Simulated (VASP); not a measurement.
HfO2:

```xyz
12
Lattice="5.1180 0.0000 0.0000 0.0000 5.1857 0.0000 -0.8587 0.0000 5.2139" Properties=species:S:1:pos:R:3 pbc="T T T"
Hf    0.8021    2.3870    3.6914
Hf    3.0279    4.9798    4.1294
Hf    3.4573    2.7987    1.5224
Hf    1.2314    0.2059    1.0845
O    -0.3473    0.8733    4.4146
O     4.1773    3.4661    3.4062
O     4.6066    4.3124    0.7993
O     0.0821    1.7196    1.8076
O     1.4549    3.8473    5.1101
O     2.3751    1.2544    2.7107
O     2.8045    1.3384    0.1038
O     1.8842    3.9313    2.5032
```

```yaml
Program: VASP 6.6.1
Task: relaxation of cell and atoms
Functional: BLYP
Dispersion: D3(BJ)
Potentials_or_basis: VASP PAW PBE potentials, release 64 (Hf_pv, O)
Cutoff: 600 eV
k_mesh: 5 × 5 × 5
Occupations: fermi-dirac, width 0.05 eV
Spin: no spin polarisation
```

At the start: pressure 1.9 GPa; volume 11.53 Å³/atom.

Task: Where does the relaxation end?

Result: Over 13 steps the energy falls by 3.0 meV/atom and the volume is 11.60 Å³/atom (+0.6 %); space group P2_1/c (No. 14, to 0.05 Å).

The path:
```
step  energy change (eV)  largest force (eV/Å)  pressure (GPa)  volume (Å³)
   1              0.0000                0.5055            1.85       138.38
   2             -0.0062                0.4121           -3.40       141.06
   3             -0.0264                0.1761           -0.94       139.80
   4             -0.0337                0.1121            0.31       139.06
   5             -0.0342                0.0814            0.06       139.21
   6             -0.0358                0.0341            0.03       139.19
   7             -0.0362                0.0251            0.03       139.18
   8             -0.0364                0.0196            0.02       139.21
   9             -0.0364                0.0198            0.02       139.22
  10             -0.0365                0.0170           -0.06       139.25
  11             -0.0365                0.0076           -0.03       139.24
  12             -0.0365                0.0051            0.02       139.20
  13             -0.0365                0.0047            0.04       139.21
```

Final structure:
```
CELL_PARAMETERS angstrom
5.12615 0.00000 -0.00568
0.00000 5.18727 0.00000
-0.86587 0.00000 5.23623
ATOMIC_POSITIONS crystal
Hf 0.27609 0.45867 0.70802
Hf 0.72391 0.95867 0.79198
Hf 0.72391 0.54133 0.29198
Hf 0.27609 0.04133 0.20802
O 0.06936 0.16756 0.84400
O 0.93064 0.66756 0.65600
O 0.93064 0.83244 0.15600
O 0.06936 0.33244 0.34400
O 0.44685 0.74234 0.97889
O 0.55315 0.24234 0.52111
O 0.55315 0.25766 0.02111
O 0.44685 0.75766 0.47889
```

Caveat: the PAW data sets were made with another functional, which shifts forces and pressure a little.
